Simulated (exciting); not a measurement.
## CdSe: equation of state with PBE

CdSe:

```
Cd Se
1.0
     0.00000    2.87396    2.87396
     2.87396    0.00000    2.87396
     2.87396    2.87396    0.00000
Cd Se
1 1
Direct
  0.00000 0.00000 0.00000
  0.50000 0.50000 0.50000
```

Measurements of this composition are mostly on another form, of space group No. 186.

```
Program             : exciting (release sodium)
Task                : equation of state
Functional          : PBE
Potentials or basis : all-electron LAPW+lo, shipped species files, valence relativity iora*
rgkmax              : 9
k mesh              : 8 × 8 × 8
Occupations         : fermi-dirac, width 0.05 eV
Spin                : no spin polarisation
```

| Quantity | Value |
| --- | --- |
| Equilibrium volume | 23.60 Å³/atom |
| Bulk modulus | 60 GPa |
| Pressure derivative of the bulk modulus | 4.5 (rough: it moves with the points fitted) |

Energy against volume, from the lowest point:
| volume (Å³/atom) | energy (meV/atom) |
| --- | --- |
| 22.314 | 14.52 |
| 22.788 | 5.67 |
| 23.263 | 1.07 |
| 23.738 | 0.00 |
| 24.213 | 2.87 |
| 24.687 | 8.85 |
| 25.162 | 17.14 |
